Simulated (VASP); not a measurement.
Consider the following.

```
CELL_PARAMETERS angstrom
      6.39476     0.00000     0.00000
      0.00000     6.39476     0.00000
      0.00000     0.00000     6.39476
ATOMIC_POSITIONS crystal
  Cs 0.00000 0.00000 0.00000
  Pb 0.50000 0.50000 0.50000
  I  0.50000 0.00000 0.50000
  I  0.00000 0.50000 0.50000
  I  0.50000 0.50000 0.00000
```

The numbers are results of SCAN meta-GGA, VASP's PBE PAW potentials (set 64) (plane waves; VASP), not measurements. Numerical set-up: 520 eV cut-off, 4×4×4 Γ-centred mesh, Gaussian smearing of 0.050 eV, potentials Cs_sv Pb_d I.

Unless said otherwise, spin-orbit coupling is left out, though it shifts the bands of the heavy elements here.

Question: Estimate the energy per atom (σ→0), band gap (on the k-mesh) with the smallest direct gap where there is one.

Answer: 
| Property | Result |
|---|---|
| band gap (on the k-mesh) | 1.65 eV |
| smallest direct gap (on the k-mesh) | 1.65 eV |
| energy per atom (σ→0) | -45.798 eV/atom |

Total energies compare only between runs with the same potentials, cut-off and functional.

The compound is CsPbI3 in the cubic perovskite structure, the ideal cubic form; the compound distorts at low or room temperature. This cell is one point of a volume scan, at 1.06 of the reference volume.
